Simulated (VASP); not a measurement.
Set up this calculation in VASP 6.6.1, as the native input.

- Task: single point
- Functional: PBE
- Potentials or basis: VASP PAW PBE potentials, release 64 (Ba_sv_GW, Te_GW)
- Cutoff: 500 eV
- k mesh: 4 × 4 × 4
- Occupations: gaussian, width 0.02 eV
- Spin: no spin polarisation
- Further INCAR settings: ALGO = Normal; EDIFF = 1e-06

The structure of BaTe lies in POSCAR:

```
BaTe
1.0
    4.2624660000      0.0000000000      0.0000000000
    0.0000000000      4.2624660000      0.0000000000
    0.0000000000      0.0000000000      4.2624660000
Ba Te
1 1
Direct
    0.0000000000      0.0000000000      0.0000000000
    0.5000000000      0.5000000000      0.5000000000
```

The cell comes from a database or a generator and needn't be the stable form of this composition.

One way to write it, as run:

INCAR

```
ALGO = Normal ; EDIFF = 1E-6
ENCUT = 500 ; GGA = PE
ISIF = 2 ; ISMEAR = 0
LASPH = T ; LCHARG = F
LREAL = F ; LWAVE = F
NELM = 100 ; PREC = Accurate
SIGMA = 0.02
```

KPOINTS

```
k-points
0
Gamma
  4 4 4
```

Potentials or basis: VASP PAW PBE potentials, release 64 (Ba_sv_GW, Te_GW).

Launch:

```console
$ cat potpaw_PBE.64/Ba_sv_GW/POTCAR potpaw_PBE.64/Te_GW/POTCAR > POTCAR
$ mpirun -np 1 vasp_std > vasp.out
```

It gave:

The pressure is -0.3 GPa and the band gap on the k mesh is 0.86 eV, indirect (least direct gap 1.06 eV).

Caveat: spin-orbit coupling is left out, which moves the levels of the heavy elements.

It took 15 s on 1 thread of Intel(R) Xeon(R) Platinum 8259CL CPU @ 2.50GHz (Skylake/Cascade Lake), with other jobs on the host, peak memory 0.18 GiB.
